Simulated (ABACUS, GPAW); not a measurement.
Given: the input of a run of GPAW 26.7.0 (ASE script) on Zr (Zirconium). 

Contents of run.py:

```python
from ase import Atoms
from ase.dft.bandgap import bandgap
from ase.io import write
from ase.units import Bohr, GPa
from gpaw import GPAW, PW, setup_paths
from gpaw.elf import elf_from_dft_calculation

setup_paths.insert(0, '.')

atoms = Atoms(['Zr', 'Zr'],
              cell=[[3.232, 0.0, 0.0],
                    [-1.616, 2.798994105, 0.0],
                    [0.0, 0.0, 5.147]],
              scaled_positions=[[0.6666666667, 0.3333333333, 0.75],
                                [0.3333333333, 0.6666666667, 0.25]],
              pbc=True)

calc = GPAW(mode=PW(600),
            xc='PBEsol',
            kpts={'size': (9, 9, 5), 'gamma': True},
            occupations={'name': 'fermi-dirac', 'width': 0.05},
            nbands=24,
            convergence={'density': 1e-05, 'energy': 1e-05},
            maxiter=150,
            txt='gpaw.txt')
atoms.calc = calc
energy = atoms.get_potential_energy()
forces = atoms.get_forces()
stress = atoms.get_stress()
calc.write('gs.gpw')
write('result.traj', atoms)
print(f'Energy: {energy:.6f} eV')
print('Forces (eV/A):')
print(forces.round(4))
print('Stress (GPa):', (stress / GPa).round(3))
print('Fermi level:', round(calc.get_fermi_level(), 4), 'eV')
print(f'Gap: {bandgap(calc)[0]:.4f} eV, direct: {bandgap(calc, direct=True)[0]:.4f} eV')

# fields on the real-space grid
write('density.cube', atoms, data=calc.get_pseudo_density() * Bohr**3)
write('potential.cube', atoms, data=calc.get_electrostatic_potential())
write('elf.cube', atoms, data=elf_from_dft_calculation(calc).data)
```

Potentials or basis: PAW data sets generated in the run's folder for this functional, pw.

Launch:

```console
$ gpaw-setup -f PBEsol Zr
$ OMP_NUM_THREADS=1 python run.py
```

Problem. What does the same run look like in ABACUS 3.10.1? Potentials or basis there: PseudoDojo NC SR 0.4.1 PBEsol standard, plane waves, cutoff 898 eV.

Solution. As run (cutoffs and basis follow the program's own potentials, and thresholds, step limits or extra output files can differ):

The input INPUT:

```
INPUT_PARAMETERS
suffix              Zr
calculation         scf
basis_type          pw
pseudo_dir          ./
symmetry            1
dft_functional      pbesol
ecutwfc             66
pseudo_rcut         7
nspin               1
nbands              16
ks_solver           dav
smearing_method     fd
smearing_sigma      0.00367493
scf_thr             1e-08
scf_nmax            100
mixing_type         broyden
mixing_beta         0.7
cal_force           1
cal_stress          1
out_chg             1
out_pot             2
out_elf             1
```

File STRU:

```
ATOMIC_SPECIES
Zr 91.2240 Zr.upf

LATTICE_CONSTANT
1.8897261246

LATTICE_VECTORS
3.2320000000 0.0000000000 0.0000000000
-1.6160000000 2.7989941050 0.0000000000
0.0000000000 0.0000000000 5.1470000000

ATOMIC_POSITIONS
Direct

Zr
0.0
2
0.6666666667 0.3333333333 0.7500000000 1 1 1
0.3333333333 0.6666666667 0.2500000000 1 1 1
```

KPT

```
K_POINTS
0
Gamma
9 9 5 0 0 0
```

Potentials or basis: PseudoDojo NC SR 0.4.1 PBEsol standard, plane waves.

Run with:

```bash
$ OMP_NUM_THREADS=1 mpirun -np 4 abacus > log
```

Both were run:

|  | GPAW | ABACUS |
| --- | --- | --- |
| Pressure | -3.6 GPa | -3.2 GPa |

Pressure is positive in compression.
